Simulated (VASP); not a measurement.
The system is BeTe.

```
Te Be
1.0
     0.00000    2.77000    2.77000
     2.77000    0.00000    2.77000
     2.77000    2.77000    0.00000
Te Be
1 1
Direct
  0.75000 0.75000 0.75000
  0.00000 0.00000 0.00000
```

Program: VASP 6.6.1. Alike in all runs: potentials or basis VASP PAW PBE potentials, release 64 (Te, Be); cell as given; cutoff (eV) 520. Hardware: 1 thread of Intel(R) Xeon(R) Platinum 8259CL CPU @ 2.50GHz (Skylake/Cascade Lake) (shared host).

Task: Order these runs on this cell by their wall time, lowest first.
A. task band structure; level LMBJ; spin off; k mesh 8 × 8 × 8; smearing fermi-dirac 0.05 eV
B. task band structure; level TB-mBJ; spin SOC, no magnetisation; k mesh 6 × 6 × 6; smearing fermi-dirac 0.05 eV
C. task single point; level PBE; spin off; k mesh 8 × 8 × 8; smearing gaussian 0.012 eV

Result: C (17 s), A (86 s), B (430 s).
